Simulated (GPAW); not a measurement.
Runs of GPAW 26.7.0 on Ni. The structure is cubic, space group Fm-3m (No. 225). Conventional cell: a = 3.475 Å, b = 3.475 Å, c = 3.475 Å, α = 90.00°, β = 90.00°, γ = 90.00°. Ni (site symmetry m-3m) is surrounded by 12 Ni at 2.46 Å. 

```tsv
task	level	potentials or basis	cell	smearing	band path	band points	optimizer	fmax	max steps	gap on the mesh (eV)	pressure (GPa)	moment (μB)	relaxed volume (Å³/atom)
band structure	PBE	GPAW PAW data sets (gpaw-data 1.2.1), pw	as given	fermi-dirac 0.05 eV	GXWKGLUWLK,UX	100	-	-	-	-	(a)	0.63	-
relaxation of cell and atoms	PBE+D3(BJ)	GPAW PAW data sets (gpaw-data 1.2.1), pw	relaxed	fermi-dirac 0.05 eV	-	-	FIRE	0.02 eV/Å	40	none	-0.2	0.63	10.64
relaxation of cell and atoms	PBE	GPAW PAW data sets (gpaw-data 1.2.1), pw	relaxed	fermi-dirac 0.05 eV	-	-	LBFGS	0.01 eV/Å	100	none	0.0	0.64	10.98
single point	PBE	GPAW PAW data sets (gpaw-data 1.2.1), pw	as given	gaussian 0.026 eV	-	-	-	-	-	none	10.5	0.64	-
band structure	PBEsol	PAW data sets generated in the run's folder for this functional, pw	as given	fermi-dirac 0.05 eV	GXWKGLUWLK,UX	60	-	-	-	-	(c)	0.63	-
relaxation of cell and atoms	RPBE+D3(BJ)	the program's PAW data sets (release 1.2.1) made for this functional, pw	relaxed	fermi-dirac 0.05 eV	-	-	LBFGS	0.05 eV/Å	40	none	0.7	0.63	-
single point	PBE	GPAW PAW data sets (gpaw-data 1.2.1), pw	as given	gaussian 0.011 eV	-	-	-	-	-	none	10.5	0.64	-
relaxation of cell and atoms	PBEsol	PAW data sets generated in the run's folder for this functional, pw	relaxed	fermi-dirac 0.05 eV	-	-	FIRE	0.02 eV/Å	100	none	-0.1	0.63	10.53
relaxation of cell and atoms	PBEsol+D4	PAW data sets generated in the run's folder for this functional, pw	relaxed	fermi-dirac 0.05 eV	-	-	BFGS	0.05 eV/Å	60	none	0.0	0.63	10.36
band structure	RPBE	the program's PAW data sets (release 1.2.1) made for this functional, pw	as given	fermi-dirac 0.05 eV	GXWKGLUWLK,UX	60	-	-	-	-	(b)	0.63	-
relaxation of cell and atoms	LDA	the program's PAW data sets (release 1.2.1) made for this functional, pw	relaxed to -1 GPa	fermi-dirac 0.05 eV	-	-	BFGS	0.05 eV/Å	40	none	-0.9	0.62	-
relaxation of cell and atoms	RPBE	the program's PAW data sets (release 1.2.1) made for this functional, pw	relaxed to 1 GPa	fermi-dirac 0.05 eV	-	-	BFGS	0.05 eV/Å	100	none	1.5	0.64	-
```

Alike in all rows: spin collinear, ferromagnetic start; k mesh 13 × 13 × 13; cutoff (eV) 600.

Question: Estimate the missing entries.

Answer: (a) 10.6; (b) 17.1; (c) 0.6.

Caveats: the stock nickel data set gives pressures a few GPa off other programs; each step starts from the last one's moments, so a moment once lost doesn't come back (some runs); later steps reuse the first step's grids (some runs); pairwise dispersion overbinds metals, which lowers pressure and volume (some runs); so large a pressure means that the cell lies far from this level's equilibrium, or that cutoff or potentials fall short (some runs).

A gap of «none» marks a metal or a gap under the smearing width.
